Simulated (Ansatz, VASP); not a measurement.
## Al: VASP beside Ansatz

```xyz
1
Lattice="2.5718 0.0000 0.0000 -1.2859 2.2273 0.0000 0.0000 0.0000 2.5567" Properties=species:S:1:pos:R:3 pbc="T T T"
Al    0.0000    0.0000    0.0000
```

Alike in both runs: functional PBE; k mesh 16 × 16 × 15; occupations fermi-dirac, width 0.08 eV; no spin polarisation.

Ansatz relaxed the structure, and its values are those at the end. VASP's run is a single point on that final structure, the one shown.

|  | VASP | Ansatz |
| --- | --- | --- |
| version | VASP 6.6.1 | Ansatz 0.2.0 |
| potentials or method | VASP PAW PBE potentials, release 64 (Al) | PAW with Ansatz's default frozen-core files, scalar-relativistic |
| plane-wave cutoff (eV) | 520 | 420 |
| valence electrons in the cell | 3 | 3 |

|  | VASP | Ansatz | Ansatz less VASP |
| --- | --- | --- | --- |
| pressure (GPa) | 27.0 | 27.0 | -0.03 |

Caveats: so large a pressure means that the cell lies far from this level's equilibrium, or that cutoff or potentials fall short (VASP).
